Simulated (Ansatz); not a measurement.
# In (Im-3m) in Ansatz: settings compared

One crystal, In, is run at these levels: PBE, PBEsol; tasks: elastic constants, phonons.

Everything below comes from runs of Ansatz 0.2.0. Logs are shortened: lines on timing, memory, paths and dates and some standing lists are left out, and cuts for length are marked.

**1. Starting point**

The structure is cubic, space group Im-3m (No. 229). Conventional cell: a = 3.765 Å, b = 3.765 Å, c = 3.765 Å, α = 90.00°, β = 90.00°, γ = 90.00°. In (site symmetry m-3m) is surrounded by 8 In at 3.26 Å.

This isn't the form of In at room conditions, which is tetragonal.

**2. Elastic constants, PBE**

Input file input.yaml:

```yaml
crystal:
  lattice:
    - [-1.88252524, 1.88252524, 1.88252524]
    - [1.88252524, -1.88252524, 1.88252524]
    - [1.88252524, 1.88252524, -1.88252524]
  atoms:
    - { symbol: In, position: [0.0, 0.0, 0.0] }
hamiltonian:
  xc: pbe
  pseudopotentials: { kind: paw }
kpoints:
  mp_grid: { grid: [7, 7, 7] }
scf:
  occupations: { method: fermi_dirac, width: 0.05 }
output:
  forces: true
  stress: true
elastic:
  mode: relaxed_ion
  stencil: two_point
```

Potentials or basis: Ansatz PAW.

Started as:

```
ansatz run input.yaml --threads 2 --pin off --max-ram 5632MiB --backend cpu --events-out ev --progress --plain --runs-dir out
```

What it wrote:

```text
Warning: RAYON_NUM_THREADS=2 ignored (pool sized by the plan → 2); use --threads N
Engine: ansatz 0.2.0, aarch64-unknown-linux-gnu
Pseudopotentials: kind: paw
Pseudopotential: In, paw, valence charge 13, recommended cutoff 420 eV (normal), In.paw.azcp
Functional definition: PBE
  parameter kappa = 0.804
  parameter beta = 0.06672455060314922
  exchange = pbe_x(kappa = kappa, mu = beta*pi^2/3)
  correlation = pbe_c(beta = beta)
Crystal: 1 atoms, lattice volume = 26.686 Å³
Basis set: ecut = 420 eV, 531 PW (Γ), exchange–correlation on 48×48×48 points (8 copies of the dense FFT grid, shifted against one another)
Bands: 11, of which v1, the nominal top of the filled ones, is band 7 counted from 1 (6 counted from 0)
Symmetry: 48 space group operations
Space group: Im-3m (ITA 229), of the structure as read, at distance tolerance 3.0e-5 Å
k-points: 20 of 343
Non-local potential: In, projectors of the file, l = 0: 2, l = 1: 2, l = 2: 2, l = 3: 2
PAW form: soft (Blöchl's): semilocal exchange-correlation on the pseudo side does not see the compensation charge
PAW one-centre angular grid: In, 590 points (default); XC on 64 Gauss nodes
Initial density: superposition of atomic densities (neutral atoms: chi_scale 0, normalization atom), corrected by the library's trained network
Initial wavefunctions: pseudopotential atomic-orbital guess
Functional: x = pbe(κ = 0.804, μ = 0.2195149727645171), c = pbe(β = 0.06672455060314922)
SCF iter   1: F=—  HF=-5597.811295 eV  |F-HF|=—  |Δ(HF+E_count)|=         —  Δρ=8.62e-4  dr2=1.12e-4  ethr=1.77e-3  ⟨swp⟩=5.6  Hψ=1307  notcnv=0
preconditioner: auto → none  [insulator: Δε(μ)=0.280 eV  Ē_g=19.738 eV  σ=0.050 eV  W_gap=0.58  n_scr=12 (ndim 8)  ℏωp=25.9 eV  f_vac=0.000  D(μ)=1.15/eV (n_scr^D=12)  ε∞_Penn≈2.7]
SCF iter   2: F=—  HF=-5597.810853 eV  |F-HF|=—  |Δ(HF+E_count)|=   4.42e-4  Δρ=3.66e-4  dr2=1.83e-5  ethr=8.59e-7  ⟨swp⟩=2.2  Hψ=501  notcnv=0
SCF iter   3: F=—  HF=-5597.810874 eV  |F-HF|=—  |Δ(HF+E_count)|=   2.05e-5  Δρ=1.89e-4  dr2=5.38e-6  ethr=1.41e-7  ⟨swp⟩=2.0  Hψ=342  notcnv=0  defer=1
SCF iter   4: F=—  HF=-5597.810877 eV  |F-HF|=—  |Δ(HF+E_count)|=   3.32e-6  Δρ=5.12e-5  dr2=2.93e-7  ethr=4.14e-8  ⟨swp⟩=2.1  Hψ=321  notcnv=0
SCF iter   5: F=—  HF=-5597.810872 eV  |F-HF|=—  |Δ(HF+E_count)|=   4.33e-6  Δρ=1.24e-5  dr2=1.91e-8  ethr=2.25e-9  ⟨swp⟩=2.1  Hψ=342  notcnv=0
SCF iter   6: F=—  HF=-5597.810872 eV  |F-HF|=—  |Δ(HF+E_count)|=   1.15e-8  Δρ=9.14e-7  dr2=1.15e-10  ethr=1.47e-10  ⟨swp⟩=2.0  Hψ=331  notcnv=0
SCF iter   7: F=—  HF=-5597.810872 eV  |F-HF|=—  |Δ(HF+E_count)|=  4.09e-11  Δρ=1.63e-7  dr2=3.28e-12  ethr=8.83e-13 (applied; sched 1.00e-12)  ⟨swp⟩=2.0  Hψ=335  notcnv=0
SCF iter   8: F=—  HF=-5597.810872 eV  |F-HF|=—  |Δ(HF+E_count)|=  9.09e-13  Δρ=3.38e-8  dr2=1.37e-13  ethr=2.52e-14 (applied; sched 1.00e-12)  ⟨swp⟩=2.0  Hψ=311  notcnv=0  defer=8
SCF iter   9: F=-5597.810872 eV  HF=-5597.810872 eV  |F-HF|=0.00e0  |Δ(HF+E_count)|=  1.82e-12  Δρ=2.57e-9  dr2=8.34e-16  ethr=1.00e-12  ⟨swp⟩=5.1  Hψ=721  notcnv=0
SCF 1 converged in 9 iterations: F = -5597.810872 eV  dr2 = 8.34e-16
Crystal: 1 atoms, lattice volume = 26.633 Å³
Symmetry: 16 space group operations
k-points: 40 of 343
Initial density: handed on by an earlier stage of this run
Initial wavefunctions: those handed on with the density
iter 1 solved again at ethr=5.08e-8 eV; its pass at ethr=3.10e-3 eV (dr2=6.61e-6 eV) is discarded
SCF iter   1: F=—  HF=-5597.810424 eV  |F-HF|=—  |Δ(HF+E_count)|=         —  Δρ=9.37e-5  dr2=2.20e-6  ethr=5.08e-8  ⟨swp⟩=2.2  Hψ=3635  notcnv=0  defer=12
preconditioner: auto → Kerker (q_TF=auto, 2.421 Å⁻¹)  [metal: Δε(μ)=0.012 eV  Ē_g=19.763 eV  σ=0.050 eV  W_gap=0.06  n_scr=12 (ndim 8)  ℏωp=25.9 eV  f_vac=0.000  D(μ)=1.13/eV (n_scr^D=12)]
SCF iter   2: F=—  HF=-5597.810425 eV  |F-HF|=—  |Δ(HF+E_count)|=   8.91e-7  Δρ=6.17e-5  dr2=9.16e-7  ethr=1.69e-8  ⟨swp⟩=1.0  Hψ=425  notcnv=0  defer=12
SCF iter   3: F=—  HF=-5597.810423 eV  |F-HF|=—  |Δ(HF+E_count)|=   2.76e-6  Δρ=8.52e-6  dr2=1.92e-8  ethr=7.04e-9  ⟨swp⟩=1.6  Hψ=522  notcnv=0  defer=12
SCF iter   4: F=—  HF=-5597.810423 eV  |F-HF|=—  |Δ(HF+E_count)|=  5.67e-10  Δρ=2.39e-6  dr2=1.08e-9  ethr=1.48e-10  ⟨swp⟩=2.7  Hψ=693  notcnv=0  defer=12
SCF iter   5: F=—  HF=-5597.810423 eV  |F-HF|=—  |Δ(HF+E_count)|=  7.23e-10  Δρ=5.25e-7  dr2=5.76e-11  ethr=8.34e-12  ⟨swp⟩=3.0  Hψ=680  notcnv=0  defer=12
SCF iter   6: F=—  HF=-5597.810423 eV  |F-HF|=—  |Δ(HF+E_count)|=  2.73e-11  Δρ=9.62e-8  dr2=2.89e-12  ethr=4.43e-13 (applied; sched 1.00e-12)  ⟨swp⟩=3.0  Hψ=688  notcnv=0  defer=15
SCF iter   7: F=—  HF=-5597.810423 eV  |F-HF|=—  |Δ(HF+E_count)|=  1.82e-12  Δρ=3.44e-8  dr2=2.78e-13  ethr=2.22e-14 (applied; sched 1.00e-12)  ⟨swp⟩=1.8  Hψ=466  notcnv=0  defer=15
SCF iter   8: F=-5597.810423 eV  HF=-5597.810423 eV  |F-HF|=9.09e-13  |Δ(HF+E_count)|=    0.00e0  Δρ=4.43e-9  dr2=5.32e-15  ethr=1.00e-12  ⟨swp⟩=4.0  Hψ=1194  notcnv=0
SCF 2 converged in 8 iterations: F = -5597.810423 eV  dr2 = 5.32e-15
Crystal: 1 atoms, lattice volume = 26.739 Å³
iter 1 solved again at ethr=1.92e-11 eV; its pass at ethr=3.10e-3 eV (dr2=2.49e-9 eV) is discarded
SCF iter   1: F=—  HF=-5597.811429 eV  |F-HF|=—  |Δ(HF+E_count)|=         —  Δρ=7.44e-6  dr2=2.64e-9  ethr=1.92e-11  ⟨swp⟩=3.0  Hψ=3743  notcnv=0  defer=9
preconditioner: auto → none  [insulator: Δε(μ)=0.271 eV  Ē_g=19.737 eV  σ=0.050 eV  W_gap=0.53  n_scr=12 (ndim 8)  ℏωp=25.9 eV  f_vac=0.000  D(μ)=1.13/eV (n_scr^D=12)  ε∞_Penn≈2.7]
SCF iter   2: F=—  HF=-5597.811429 eV  |F-HF|=—  |Δ(HF+E_count)|=   4.07e-8  Δρ=3.76e-6  dr2=6.74e-10  ethr=1.92e-11  ⟨swp⟩=1.8  Hψ=574  notcnv=0  defer=9
SCF iter   3: F=—  HF=-5597.811429 eV  |F-HF|=—  |Δ(HF+E_count)|=   1.86e-8  Δρ=4.91e-7  dr2=4.33e-11  ethr=5.19e-12  ⟨swp⟩=1.9  Hψ=556  notcnv=0  defer=9
SCF iter   4: F=—  HF=-5597.811429 eV  |F-HF|=—  |Δ(HF+E_count)|=  7.73e-11  Δρ=4.18e-8  dr2=2.28e-13  ethr=3.33e-13 (applied; sched 1.00e-12)  ⟨swp⟩=2.0  Hψ=655  notcnv=0  defer=14
SCF iter   5: F=-5597.811429 eV  HF=-5597.811429 eV  |F-HF|=0.00e0  |Δ(HF+E_count)|=  4.55e-12  Δρ=4.42e-9  dr2=1.25e-15  ethr=1.00e-12  ⟨swp⟩=4.5  Hψ=1288  notcnv=0
SCF 3 converged in 5 iterations: F = -5597.811429 eV  dr2 = 1.25e-15
Symmetry: 8 space group operations
k-points: 64 of 343
iter 1 solved again at ethr=7.08e-9 eV; its pass at ethr=3.10e-3 eV (dr2=9.20e-7 eV) is discarded
SCF iter   1: F=—  HF=-5597.810867 eV  |F-HF|=—  |Δ(HF+E_count)|=         —  Δρ=4.10e-5  dr2=6.27e-7  ethr=7.08e-9  ⟨swp⟩=3.4  Hψ=6200  notcnv=0  defer=12
preconditioner: auto → none  [insulator: Δε(μ)=0.269 eV  Ē_g=19.749 eV  σ=0.050 eV  W_gap=0.54  n_scr=12 (ndim 8)  ℏωp=25.9 eV  f_vac=0.000  D(μ)=1.15/eV (n_scr^D=12)  ε∞_Penn≈2.7]
SCF iter   2: F=—  HF=-5597.810867 eV  |F-HF|=—  |Δ(HF+E_count)|=   1.08e-7  Δρ=1.73e-5  dr2=9.57e-8  ethr=4.82e-9  ⟨swp⟩=1.0  Hψ=681  notcnv=0  defer=12
SCF iter   3: F=—  HF=-5597.810867 eV  |F-HF|=—  |Δ(HF+E_count)|=   2.53e-9  Δρ=2.03e-6  dr2=5.39e-10  ethr=7.36e-10  ⟨swp⟩=1.3  Hψ=729  notcnv=0  defer=12
SCF iter   4: F=—  HF=-5597.810867 eV  |F-HF|=—  |Δ(HF+E_count)|=  6.45e-10  Δρ=8.48e-8  dr2=1.43e-12  ethr=4.14e-12  ⟨swp⟩=2.8  Hψ=1044  notcnv=0  defer=12
SCF iter   5: F=-5597.810867 eV  HF=-5597.810867 eV  |F-HF|=0.00e0  |Δ(HF+E_count)|=  1.36e-11  Δρ=1.26e-8  dr2=3.34e-14  ethr=1.00e-12  ⟨swp⟩=4.5  Hψ=2269  notcnv=0
SCF 4 converged in 5 iterations: F = -5597.810867 eV  dr2 = 3.34e-14
iter 1 solved again at ethr=1.00e-12 eV; its pass at ethr=3.10e-3 eV (dr2=1.30e-10 eV) is discarded
SCF iter   1: F=—  HF=-5597.810867 eV  |F-HF|=—  |Δ(HF+E_count)|=         —  Δρ=1.00e-6  dr2=1.38e-10  ethr=1.00e-12  ⟨swp⟩=2.6  Hψ=6002  notcnv=0  defer=13
SCF iter   2: F=—  HF=-5597.810867 eV  |F-HF|=—  |Δ(HF+E_count)|=   1.81e-8  Δρ=5.24e-7  dr2=2.55e-11  ethr=1.00e-12  ⟨swp⟩=2.5  Hψ=1164  notcnv=0  defer=13
SCF iter   3: F=—  HF=-5597.810867 eV  |F-HF|=—  |Δ(HF+E_count)|=  4.27e-11  Δρ=1.12e-7  dr2=1.21e-12  ethr=1.96e-13 (applied; sched 1.00e-12)  ⟨swp⟩=2.2  Hψ=887  notcnv=0  defer=22
SCF iter   4: F=-5597.810867 eV  HF=-5597.810867 eV  |F-HF|=9.09e-13  |Δ(HF+E_count)|=  4.55e-12  Δρ=1.50e-8  dr2=2.17e-14  ethr=1.00e-12  ⟨swp⟩=3.0  Hψ=2633  notcnv=0
SCF 5 converged in 4 iterations: F = -5597.810867 eV  dr2 = 2.17e-14
SCF converged after 9 iterations
Free energy (F): -5597.810872 eV
Harris-Foulkes:  -5597.810872 eV  (|F-HF|=0.00e0)
Internal energy: -5597.802720 eV  (E = F + TS)
E sigma→0 (E₀):  -5597.806796 eV
Entropy (-TS):   -0.008152 eV (-8.152 meV/atom)
Fermi energy:    10.107789 eV
--- Per-component energies (eV) ---
  E_band       = -26.710740
  E_kinetic    = 241.208373
  E_local      = -1086.616055  (includes V_loc(G=0)·N_el)
  E_nonlocal   = 366.025017
  E_hartree    = 425.669673
  E_xc         = -216.008095
  E_vxc        = -99.975727  (∫ρ·V_xc dr)
  E_paw        = -4151.972530  (= ΣΔE_a)
  E_vpaw       = -298.691721  (= ΣTr[D̂ρ^β])
  E_aug_tail   = 0.000026  (compensation charges beyond the density's cutoff)
  E_ewald      = -1176.109129
  E_smearing   = -0.008152  (= −TS)
  E_closure    = 0.000000  (closes the sum)
  Σ components = -5597.810872   (vs F -5597.810872, Δ=0.00e0)
--- Forces (eV/Å), atoms counted from 1 ---
  atom   1  In    -0.00000000     0.00000000     0.00000000
  max |Σ_I F_I| component: 1.05e-31 eV/Å
--- Stress (GPa, compression-positive) ---
        1.513169       0.000000      -0.000000
        0.000000       1.513169       0.000000
        0.000000      -0.000000       1.513169
  P = ⅓ Tr σ = 1.5132 GPa (15.132 kbar)
--- Band table (eV; the first three rows and the last of 20) ---
  k-point 0: bands = ["-4.6802", "-4.6802", "-4.6802", "-4.4163", "-4.4163", "0.5803", "20.8863", "20.8863", "20.8863", "22.9170", "22.9170"]
  k-point 1: bands = ["-4.7003", "-4.6641", "-4.6027", "-4.4361", "-4.4170", "1.0482", "17.3396", "19.2292", "19.8837", "21.4893", "21.7594"]
  k-point 2: bands = ["-4.7451", "-4.6659", "-4.4527", "-4.4232", "-4.4182", "2.4757", "12.4881", "17.1567", "18.2860", "20.5242", "20.6219"]
  k-point 19: bands = ["-4.7620", "-4.7445", "-4.3206", "-4.3206", "-4.3110", "8.8010", "11.5326", "11.5326", "12.2755", "15.3897", "16.8314"]
--- Elastic constants: 2 strain directions × 2 members + reference (group order 48) ---
  dense FFT box of the reference and of every strained cell: 24×24×24
  strains applied: 11, 23; error gains: componentwise 1.00 (the most a stress slope's error grows in a printed constant), spectral 1.73 (1 for all six strains in a standard setting)
  C = ∂σ_k/∂η_j (tension-positive GPa; Voigt order 11 22 33 23 13 12):
      -151.750    138.636    138.636     -0.000      0.000      0.000
       138.636   -151.750    138.636      0.000      0.000     -0.000
       138.636    138.636   -151.750      0.000     -0.000      0.000
        -0.000      0.000      0.000     17.878      0.000      0.000
         0.000     -0.000      0.000     -0.000     17.878     -0.000
         0.000     -0.000      0.000     -0.000     -0.000     17.878
  reference stress σ⁰ (GPa):     -1.513     -1.513     -1.513     -0.000      0.000     -0.000
  C* (energy form; C + prestress term) asymmetry max|C*_kj − C*_jk| = 2.842e-14 GPa — a small one proves nothing (zero by symmetry where the batch's group is 432, −43m or m−3m); a large one is finite-difference/SCF noise where every solve meets its electron count
  moduli (Voigt/Reuss/Hill, GPa): K = 41.84/41.84/41.84   G = -47.35/32.46/-7.44   E = -23.74   ν = 0.595
  mechanically stable: NO (min eigenvalue of sym C = -290.39 GPa)
  strain η (Voigt 11):  stress-route row diagonal C_11 = -151.75 GPa, energy-path curvature d²(F+E_count+ΔE)/dδ²/Ω₀ = -152.72 GPa
         δ    σ_11 (GPa)             F (eV)   n_scf  n_hpsi   n_pw
    -2.000e-3      -1.1951       -5597.8104226       8    9019    533   relax 0 steps, max|allowed force component| 0.00e0 eV/Å
     2.000e-3      -1.8021       -5597.8114290       5    7532    535   relax 0 steps, max|allowed force component| 0.00e0 eV/Å
  strain η (Voigt 23):  stress-route row diagonal C_44 = 17.88 GPa, energy-path curvature d²(F+E_count+ΔE)/dδ²/Ω₀ = 18.63 GPa
         δ    σ_23 (GPa)             F (eV)   n_scf  n_hpsi   n_pw
    -2.000e-3      -0.0358       -5597.8108666       5   12071    535   relax 0 steps, max|allowed force component| 0.00e0 eV/Å
     2.000e-3       0.0358       -5597.8108666       4   11830    535   relax 0 steps, max|allowed force component| 0.00e0 eV/Å
```

Wall time 2.5 s (2 threads of Arm Neoverse V2, shared host); peak memory 0.28 GiB.

Results:

- Free energy: -5597.8109 eV
- Pressure: 1.5 GPa
- Band gap on the k mesh: none (metal or under the smearing width)
- Elastic constants C11, C12, C44: -152, 139, 18 GPa
- Voigt bulk modulus: 42 GPa

Levels at points of the mesh, in eV from the Fermi level:
```tsv
k point	band 4	band 5	band 6	band 7	band 8	band 9
(0.00, 0.00, 0.00)	-14.52	-14.52	-9.53	10.78	10.78	10.78
```

Elastic tensor in Voigt notation (GPa, in the Cartesian axes of the cell as first typed):
```
-152  139  139    0    0    0
 139 -152  139    0    0    0
 139  139 -152    0    0    0
   0    0    0   18    0    0
   0    0    0    0   18    0
   0    0    0    0    0   18
```

Caveat: the elastic tensor has a negative eigenvalue, so either the cell is unstable as it stands or the mesh is too thin.

**3. Phonons, PBEsol**

input.yaml: that of step 2 with these lines changed.

```diff
@@ -8,3 +8,3 @@
 hamiltonian:
-  xc: pbe
+  xc: pbesol
   pseudopotentials: { kind: paw }
@@ -14,7 +14,3 @@
   occupations: { method: fermi_dirac, width: 0.05 }
-output:
-  forces: true
-  stress: true
-elastic:
-  mode: relaxed_ion
-  stencil: two_point
+phonons:
+  method: dfpt
```

Potentials or basis: Ansatz PAW.

Started as:

```
ansatz run input.yaml --threads 2 --pin off --max-ram 5632MiB --backend cpu --events-out ev --progress --plain --runs-dir out
```

What it wrote:

```text
Warning: RAYON_NUM_THREADS=2 ignored (pool sized by the plan → 2); use --threads N
[... 3 set-up lines as earlier in the session ...]
Functional definition: PBEsol
  exchange = pbesol_x
  correlation = pbesol_c
Crystal: 1 atoms, lattice volume = 26.686 Å³
Basis set: ecut = 420 eV, 531 PW (Γ), exchange–correlation on 48×48×48 points (8 copies of the dense FFT grid, shifted against one another)
Bands: 11, of which v1, the nominal top of the filled ones, is band 7 counted from 1 (6 counted from 0)
[... 1 set-up line as earlier in the session ...]
k-points: 40 of 343 (irreducible under 8 space group operations, time reversal used)
[... 2 set-up lines as earlier in the session ...]
[... 27 lines left out ...]
  E_hartree    = 424.752453
  E_xc         = -214.034738
  E_vxc        = -100.372675  (∫ρ·V_xc dr)
  E_paw        = -4081.183365  (= ΣΔE_a)
  E_vpaw       = -298.249466  (= ΣTr[D̂ρ^β])
  E_aug_tail   = 0.000026  (compensation charges beyond the density's cutoff)
  E_ewald      = -1176.109129
  E_core_change = 0.235902  (= ΣΔE_core)
  E_smearing   = -0.008136  (= −TS)
  E_closure    = 0.000000  (closes the sum)
  Σ components = -5525.370285   (vs F -5525.370285, Δ=0.00e0)
--- Band table (eV; the first three rows and the last of 40) ---
  k-point 0: bands = ["-4.7685", "-4.7685", "-4.7685", "-4.5015", "-4.5015", "0.3916", "20.6892", "20.6892", "20.6892", "22.7401", "22.7401"]
  k-point 1: bands = ["-4.7888", "-4.7523", "-4.6903", "-4.5216", "-4.5023", "0.8596", "17.1519", "19.0380", "19.6911", "21.3101", "21.5881"]
  k-point 2: bands = ["-4.8342", "-4.7548", "-4.5384", "-4.5089", "-4.5034", "2.2878", "12.3027", "16.9664", "18.0963", "20.3463", "20.4543"]
  k-point 39: bands = ["-4.8518", "-4.8341", "-4.4053", "-4.4053", "-4.3955", "8.6106", "11.3466", "11.3466", "12.0833", "15.2218", "16.6586"]
--- Phonons (Γ-DFPT): 1 representative perturbation + reference, on 40 of 343 k-points (Σ response iterations 3) ---
  k mesh reduced under 8 symmetry operations, with k and −k counted as one. Each operation leaves every solved perturbation unchanged. A smaller set is not used because it would not reduce the number of displacements times k-points to solve
  ASR residual: 2.142e-5 → 0.000e0 eV/Å²; symmetrization residual: 3.186e-20 eV/Å²
  ASR residual per site (eV/Å²): 2.14e-5
  Γ frequencies (cm⁻¹): 0.00 0.00 0.00
  non-analytic LO–TO correction: not included (Born effective charges unavailable; polar crystals: no LO–TO splitting at Γ)
```

It took 1.5 s on 2 threads of Arm Neoverse V2, shared host; peak memory 0.32 GiB.

What came out:

| Property | Result |
| --- | --- |
| Free energy | -5525.3703 eV |
| Band gap on the k mesh | none (metal or under the smearing width) |

Caveat: the PAW data sets come from PBE, with cores solved anew for the run's functional, which leaves a small shift of forces and pressure.

(Part 1 of 2 ends here.)
